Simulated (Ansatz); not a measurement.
**The polar optical mode of AlN, worked through**

The calculation used DFT PBE, scalar-relativistic, plane waves, PAW in Ansatz. Settings: 420 eV plane-wave cutoff, Γ-centred 6×6×6 mesh, fixed occupations. No spin polarisation. Phonons by linear response, acoustic sum rule imposed.

The cell is fixed (symmetry leaves no force on the atoms) and stands under 0.0 GPa:
```xyz
2
Lattice="0.0000 2.2015 2.2015 2.2015 0.0000 2.2015 2.2015 2.2015 0.0000" Properties=species:S:1:pos:R:3 pbc="T T T"
Al    0.0000    0.0000    0.0000
N     1.1007    1.1007    1.1007
```

The cell is the ideal cubic zincblende prototype; this isn't the usual structure of the compound. The run warned that the force constants aren't converged on this k mesh, so the frequencies and all that is formed from them are rough.

Linear response gives ν_TO = 634.8 cm⁻¹, Born charges ±2.549 e (positive on Al) and ε∞ = 4.625. The primitive cell holds 21.340 Å³, and the masses are 26.982 and 14.007 amu.

Q: Find ν_LO and the static dielectric constant.

A: The long-wave field adds a restoring force: ω_LO² − ω_TO² = Z*²e²/(ε_vac ε∞ μV). In these units ν_LO² − ν_TO² = 4.92064×10⁷ Z*²/(μ V ε∞) cm⁻², with μ = m₁m₂/(m₁ + m₂) = 9.220 amu: 351450 cm⁻². So ν_LO = √(634.8² + 351450) = 868.6 cm⁻¹, and the run gives 868.6. Lyddane–Sachs–Teller then gives ε0 = ε∞ (ν_LO/ν_TO)² = 8.66, against 8.66 in the run (it forms both from the same three quantities, so the match checks the arithmetic only). Between ν_TO and ν_LO the dielectric function is negative and an undamped crystal reflects fully: a reststrahlen band from 11.5 to 15.8 μm.

Q: What do the Clausius–Mossotti polarisability and the Szigeti charge come to?

A: With the Lorentz local field, α = (3V/4π)(ε∞ − 1)/(ε∞ + 2) = 2.79 Å³ for the pair, and e_S = 3Z*/(ε∞ + 2) = 1.15 e. The Born charge includes the electrons' response to the dipole's own local field, and e_S takes that enhancement out. The Lorentz field assumes point-like polarisable ions, a poor picture once ε∞ is this large, since the electron clouds then overlap or are shared, so both numbers are formal here.

Q: How strongly does a slow electron couple to the LO mode?

A: For one isotropic parabolic band, Fröhlich's constant is α_F = (1/ε∞ − 1/ε0) √(m* Ry/ħω_LO), with Ry = 13.606 eV, ħω_LO = 107.7 meV and m* in free-electron masses: α_F = 0.1007 × 11.24 × √m* = 1.13 √m*. The band mass isn't part of this run; for m* = 0.1, 0.3 and 1 it gives 0.36, 0.62, 1.13. In weak coupling the polaron lies α_F ħω_LO below the band edge (67 meV at m* = 0.3) with a mass m*(1 + α_F/6); past α_F of about 5 or 6 that expansion fails. A semilocal functional's ε∞ tends to be too large, which taken alone lowers α_F.

Cost: 1 run of about 0.21 core-minutes, on Intel Xeon Platinum 8259CL (Skylake/Cascade Lake) (shared hosts).

The large LO–TO splitting reflects a strongly polar bond whose long-range field is only modestly screened by the electrons. Nitrogen's higher electronegativity draws the valence states towards the anion, and stretching the bond shifts charge along it. The Born charge of 2.549 e measures that dynamical response rather than a static ionic charge, so its closeness to aluminium's formal valence doesn't make the crystal purely ionic. Short, stiff bonds and the light nitrogen atom place both modes high in frequency.

The separation of the squared frequencies depends on the Born charge, cell volume, masses and electronic screening, not on the short-range force constants. An error in the latter would therefore move both modes together, while the lattice part of the static dielectric constant would change inversely with the squared TO frequency. The Fröhlich estimates suggest weak to intermediate coupling for the masses tried, but zincblende AlN has its conduction minimum at X, where the anisotropic valleys call for more than a single isotropic mass.
